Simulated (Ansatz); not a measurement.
Crystal: La2O3.

```xyz
5
Lattice="6.2668 0.0000 0.0000 -3.1334 5.4272 0.0000 0.0000 0.0000 3.2998" Properties=species:S:1:pos:R:3 pbc="T T T"
La    3.1334    1.8091    1.6499
La    0.0000    3.6181    1.6499
O     3.1836    0.0000    0.0000
O    -1.5918    2.7571    0.0000
O     1.5416    2.6701    0.0000
```

The cell comes from a database or a generator and needn't be the stable form of this composition.

```yaml
Program: Ansatz 0.2.0
Task: relaxation of cell and atoms
Functional: r2SCAN
Potentials_or_basis: Ansatz PAW
Cutoff: "500 eV (not typed: the program's choice for these potentials)"
k_mesh: 5 × 5 × 8
Occupations: fermi-dirac, width 0.05 eV
Spin: no spin polarisation
```

At the start: volume 22.45 Å³/atom.

Problem. How do energy, volume and symmetry change on relaxing?

Solution. It ends after 5 steps and the volume is 22.93 Å³/atom (+2.2 %); space group P6/mmm (No. 191, to 0.05 Å).

The path:
| step | energy change (eV) | largest force (eV/Å) | volume (Å³) |
| --- | --- | --- | --- |
| 1 | 0.0000 | 0.0496 | 112.23 |
| 2 | -0.0253 | 0.0369 | 114.69 |
| 3 | -0.0258 | 0.0302 | 114.75 |
| 4 | -0.0270 | 0.0021 | 114.66 |
| 5 | -0.0276 | 0.0022 | 114.66 |

Final structure:
```
La O
1.0
     6.35487    0.00000    0.00000
    -3.17744    5.50348    0.00000
     0.00000    0.00000    3.27843
La O
2 3
Direct
  0.66667 0.33333 0.50000
  0.33333 0.66667 0.50000
  0.50028 0.00000 0.00000
  0.00000 0.50028 0.00000
  0.49972 0.49972 0.00000
```

Caveat: the magnetic or orbital state may not be the lowest; the plane-wave basis is chosen anew once the cell has moved, so the energies of steps on either side of that aren't comparable; the PAW data sets come from PBE, with cores solved anew for the run's functional, which leaves a small shift of forces and pressure.
